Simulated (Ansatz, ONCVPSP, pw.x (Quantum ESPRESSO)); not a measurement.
tungsten: one change to the ONCV potential, in the atom and in the fcc crystal

ONCVPSP 4.0.1.1 (patched build) input, shortened (lines: element, Z, core and valence counts, functional; n l f; lmax; l rc ep ncon nbas qcut; lloc lpopt rc5 dvloc0; l nproj debl; icmod fcfact rcfact), PBE, scalar-relativistic:

```
  W 74.00   12    2        4      upf
    1    0    2.00
    2    0    2.00
    2    1    6.00
    3    0    2.00
    3    1    6.00
    3    2   10.00
    4    0    2.00
    4    1    6.00
    4    2   10.00
    4    3   14.00
    5    0    2.00
    5    1    6.00
    5    2    4.00
    6    0    2.00
    2
    0    2.75    0.00    4    9    2.10
    1    2.90    0.42    4    9    2.70
    2    2.75    0.00    5   10    6.10
    4    5    2.40    2.00
    0    2    3.70
    1    2    2.70
    2    2    1.20
    0    0.00    0.00
```

In the p channel the program set the typed energies aside and used 0.050, 2.750 Ha.

Change: d: rc 3.56.

Cutoffs, loose and tight: the cutoffs (Ha) at which the residual kinetic energy of the hardest occupied pseudo-wave falls to 1 and 0.1 mHa per electron. They do not see the model core or the augmentation charge, which bear on the density cutoff. Test errors are all-electron minus pseudo excitation energies from the reference, over the configurations 5d4 6s1; 5d4 6s0; 5d3 6s0; 5d2 6s0; variants that change the core or the reference have their own tests.

Crystal test: fcc W in pw.x 7.5, no spin, 14³ k-points, Fermi–Dirac smearing 0.01 Ry, cutoffs set for each file from its atomic test. The reference is all-electron LAPW (Ansatz 0.2.0) with the same functional, mesh and smearing; V0 and B0 come from Birch–Murnaghan fits to the pressures at five volumes. Errors are pseudo minus all-electron; Δ is the rms difference of the E(V) curves that follow from these fits, minima aligned, over ±6 % about the mean V0. Mesh and smearing are coarse, so the numbers serve the comparison and aren't converged zero-temperature values; the lattice is a test structure that the element need not adopt.

All-electron: a0 = 4.039 Å (V0 = 16.47 Å³/atom), B0 = 280.9 GPa.

**Question.** Does the change bring the crystal closer to the all-electron result?

**Answer.** The mean pressure error goes from +2.26 to +0.46 GPa, so the change moves the solid closer to the all-electron pressures.

| quantity | base | changed |
| --- | --- | --- |
| outcome (atom) | generated, projector energies reset by the program | generated, projector energies reset by the program |
| cutoff, loose (atom) | 12 Ha | 9.7 Ha |
| cutoff, tight (atom) | 28 Ha | 28 Ha |
| bound ghosts (atom) | none | none |
| largest test error (meV) (atom) | +100 over the solved tests; 1 of 4 tests not solved or not reliable | +104 over the solved tests; 1 of 4 tests not solved or not reliable |
| cutoffs in pw.x (Ry) | 70/280 | 70/280 |
| a0 (Å) | 4.050 | 4.042 |
| a0 error (%) | +0.27 | +0.06 |
| B0 error (%) | -2.7 | -3.1 |
| Δ (meV/atom) | 8.1 | 1.8 |
| mean pressure error (GPa) | +2.26 | +0.46 |

Base: The largest radius (2.90 bohr) exceeds half the bond length (2.70 bohr), so the spheres overlap, which is one possible source of error among others. Atomic configuration tests: 1 of 4 tests not solved or not reliable. The cutoffs count occupied waves only; projector 2 of the s channel, the hardest unoccupied one, needs 39 Ha at the loose tolerance. Changed file: The largest radius (3.56 bohr) exceeds half the bond length (2.70 bohr), so the spheres overlap, which is one possible source of error among others. Atomic configuration tests: 1 of 4 tests not solved or not reliable. The cutoffs count occupied waves only; projector 2 of the s channel, the hardest unoccupied one, needs 39 Ha at the loose tolerance.
